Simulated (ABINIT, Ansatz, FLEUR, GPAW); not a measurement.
## How far PBE, LDA miss the measured band gap

Computed band gap (eV) beside measured values. Gaps hold for the cell as given (a database cell, not always the measured one). They are the smaller of the mesh's gap and, where one was run, the band path's. Brackets give the space group and the cell's volume in Å³ per atom. Spin polarisation and spin-orbit coupling are off unless named.

- PBE: Ansatz (all-electron LAPW, scalar-relativistic) for KI, ZnS, KCl, GaN; FLEUR (all-electron) for CdS; ABINIT (JTH PAW PBE v2.0) for GaCuSe2; cutoff 707 eV for plane waves; k meshes of 64 to 1000 points
- LDA: Ansatz (all-electron LAPW, scalar-relativistic) for KI, ZnS, KCl, GaN; GPAW (PAW data sets generated for this functional) for CdS; ABINIT (JTH PAW LDA v2.0) for GaCuSe2; cutoffs 544 to 600 eV for plane waves; k meshes of 64 to 1000 points

| crystal | measured | T (K) | PBE | LDA |
| --- | --- | --- | --- | --- |
| KI (Fm-3m; 44.09) | 6.32 | - | 3.97 | 3.60 |
| CdS (P6_3mc, 4 atoms; 25.12) | 2.48 | 300 | 1.20 | 0.89 |
| GaCuSe2 (I-42d, 8 atoms; 21.76) | 1.68 | 300 | 0.24 | 0.08 |
| ZnS (P6_3mc, 4 atoms; 19.60) | 3.91 | 4 | 2.25 | 1.99 |
| KCl (Fm-3m; 31.15) | 8.68 | - | 5.19 | 4.74 |
| GaN (F-43m; 11.44) | 3.3 | 0 | 1.73 | 1.74 |

Measured values are compiled from printed reference works, often rounded. A dash under T means that the source gives none. Measured gaps of wide-gap crystals can be optical edges, which lie under the fundamental gap.

**Question.** Which level comes closest to experiment over this set, and how do the others err?

**Answer.** PBE comes closest. Mean absolute errors: PBE 1.97, LDA 2.22 eV; mean signed errors: PBE -1.97, LDA -2.22 eV. The worst miss is LDA on KCl (-3.94 eV). PBE: semilocal functionals lack the derivative discontinuity, so their gaps mostly come out too small. LDA: LDA and GGA levels lack the derivative discontinuity and hold self-interaction, so their gaps mostly come out too small. The runs are for a static lattice, while the measurements hold temperature and zero-point motion. No column holds spin-orbit coupling, which bears on the band edges of KI, GaCuSe2. LDA stands for any of its common fits to the electron gas. Columns can differ in programs, potentials, basis sets, cutoffs and meshes within a row, which adds scatter of its own. Where several set-ups ran one level, the entry is one near their median; a run lay far from it for GaN.
